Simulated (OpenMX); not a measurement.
# PbS (Galena) in OpenMX: the effect of biaxial strain

The system is PbS (Galena).

```
Pb S
1.0
     0.00000    2.84712    2.96575
     2.84712    0.00000    2.96575
     2.84712    2.84712    0.00000
Pb S
1 1
Cartesian
  0.0000 0.0000 0.0000
  2.8471 2.8471 2.9657
```

Alike in all runs:

```yaml
Program: OpenMX 3.8.5
Task: band structure
Functional: PBE
Potentials_or_basis: OpenMX 2013 PBE set, Pb8.0-s3p2d2f1, S7.0-s2p2d1f1, grid cutoff 500 Ry
k_mesh: 7 × 7 × 7
Occupations: fermi-dirac, width 0.05 eV
Spin: no spin polarisation
```

| biaxial strain | pressure (GPa) |
| --- | --- |
| -4 % | 9.3 |
| -2 % | 5.7 |
| 0 % | 2.8 |
| 2 % | 0.5 |
| 4 % | ? |

Problem. What does the run with biaxial strain 4 % give?

Solution. Pressure -1.3 GPa.

Worked out: A parabola through the other rows of the pressure, of slope -0.653 GPa per % there, extrapolates to -1.1 GPa, against the run's -1.3.

Caveats: the basis of atomic orbitals isn't converged, which shifts pressures, moduli and gaps.
